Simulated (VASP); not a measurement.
Set up this calculation in VASP 6.6.1, as the native input.

- Task: single point
- Functional: TB-mBJ
- Potentials or basis: VASP PAW PBE potentials, release 64 (Al, O)
- Cutoff: 520 eV
- k mesh: 4 × 4 × 4
- Occupations: fermi-dirac, width 0.05 eV
- Spin: no spin polarisation
- Further INCAR settings: ALGO = Normal; EDIFF = 1e-07

Al2O3:

```
CELL_PARAMETERS angstrom
2.74819 0.00000 4.33100
-1.37409 2.38000 4.33100
-1.37409 -2.38000 4.33100
ATOMIC_POSITIONS crystal
Al 0.35220 0.35220 0.35220
Al 0.14780 0.14780 0.14780
Al 0.64780 0.64780 0.64780
Al 0.85220 0.85220 0.85220
O 0.55630 0.94370 0.25000
O 0.94370 0.25000 0.55630
O 0.25000 0.55630 0.94370
O 0.44370 0.05630 0.75000
O 0.05630 0.75000 0.44370
O 0.75000 0.44370 0.05630
```

The cell was built by a generator and needn't be a form met in nature.

One way to write it, as run:

POSCAR

```
Al2O3
1.0
    2.7481872800      0.0000000000      4.3310000000
   -1.3740936400      2.3800000000      4.3310000000
   -1.3740936400     -2.3800000000      4.3310000000
Al O
4 6
Direct
    0.3522000000      0.3522000000      0.3522000000
    0.1478000000      0.1478000000      0.1478000000
    0.6478000000      0.6478000000      0.6478000000
    0.8522000000      0.8522000000      0.8522000000
    0.5563000000     -0.0563000000      0.2500000000
   -0.0563000000      0.2500000000      0.5563000000
    0.2500000000      0.5563000000     -0.0563000000
    0.4437000000      1.0563000000      0.7500000000
    1.0563000000      0.7500000000      0.4437000000
    0.7500000000      0.4437000000      1.0563000000
```

INCAR.step1

```
PREC = Accurate
ENCUT = 520
EDIFF = 1E-5
ISMEAR = -1
SIGMA = 0.05
LREAL = F
LASPH = T
NELM = 100
ALGO = Normal
ISIF = 2
LWAVE = T
LCHARG = F
GGA = PE
```

INCAR.step2

```
PREC = Accurate
ENCUT = 520
EDIFF = 1E-7
ISMEAR = -1
SIGMA = 0.05
LREAL = F
LASPH = T
NELM = 100
ALGO = Normal
ISIF = 2
LWAVE = F
LCHARG = F
METAGGA = MBJ
ISTART = 1
```

KPOINTS

```
Automatic mesh
0
Gamma
  4 4 4
```

Potentials or basis: VASP PAW PBE potentials, release 64 (Al, O).

Launch:

```bash
$ cat potpaw_PBE.64/Al/POTCAR potpaw_PBE.64/O/POTCAR > POTCAR
$ cp INCAR.step1 INCAR
$ mpirun -np 1 vasp_std > vasp.out
$ cp INCAR.step2 INCAR
$ mpirun -np 1 vasp_std > vasp.out
```

It gave:

The band gap on the k mesh is 7.95 eV, direct.

Wall time 2.4 min on 1 thread of Intel(R) Xeon(R) 6975P-C (Granite Rapids) (shared host), peak memory 0.25 GiB.
